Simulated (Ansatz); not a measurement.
**Ge, before and after**

The cell of Ge is invented: random cell by space group and Wyckoff sites (Cmmm, No. 65). The dimensions are guesses.

start.cif

```cif
data_structure
_symmetry_space_group_name_H-M 'P 1'
_symmetry_Int_Tables_number 1
_cell_length_a 2.6930
_cell_length_b 2.6930
_cell_length_c 6.9423
_cell_angle_alpha 90.000
_cell_angle_beta 90.000
_cell_angle_gamma 106.012
_cell_volume 48.39
loop_
_atom_site_label
_atom_site_type_symbol
_atom_site_fract_x
_atom_site_fract_y
_atom_site_fract_z
_atom_site_occupancy
Ge1 Ge 0.00000 0.00000 0.67879 1
Ge2 Ge 0.00000 0.00000 0.32121 1
```

Theory: Ansatz, DFT PBE, scalar-relativistic, plane waves, PAW. Cutoff 420 eV, Gaussian smearing, Γ-centred meshes. Cell and atoms relax first on a coarse mesh and then on a finer one. In between, the cell is made exact in the group found at 0.06 Å. In metals the finer mesh still leaves noise of several meV/atom or more. The steps can't lower the symmetry of their start. No spin polarisation.

end.cif

```cif
data_structure
_symmetry_space_group_name_H-M 'P 1'
_symmetry_Int_Tables_number 1
_cell_length_a 2.7110
_cell_length_b 2.7110
_cell_length_c 2.7110
_cell_angle_alpha 90.000
_cell_angle_beta 90.000
_cell_angle_gamma 90.000
_cell_volume 19.92
loop_
_atom_site_label
_atom_site_type_symbol
_atom_site_fract_x
_atom_site_fract_y
_atom_site_fract_z
_atom_site_occupancy
Ge1 Ge 0.00000 0.00000 0.00000 1
```

The symmetry goes from Cmmm (No. 65) to Pm-3m (No. 221), and the primitive cell from 2 to 1 atom. The end has the simple cubic type. The volume per atom shrinks by 17.7 %, from 24.2 to 19.9 Å³. The shortest distance goes from 2.48 Å (Ge–Ge) to 2.71 Å (Ge–Ge). The energy falls by about 0.26 eV/atom (the start's value is from the coarse mesh). The end is written in a standard setting, so origin, axes and order of atoms can differ from the start's.

* Volume per atom: 19.92 Å³
* Density: 6.05 g/cm³
* Energy over the standard state: +0.24 eV/atom
* Gap on the 20×20×20 mesh of the 1-atom cell: 0 eV (a metal)

Energies count from the standard state of Ge at the same level. So it is a metastable form at best.

The last run used Gaussian smearing of 0.10 eV. Symmetry constrained the relaxation, so the result can be a saddle point. In all, the 3 runs took 2.9 min on 1 thread of Intel(R) Xeon(R) Processor @ 2.50GHz (Skylake/Cascade Lake), with other jobs on the host.
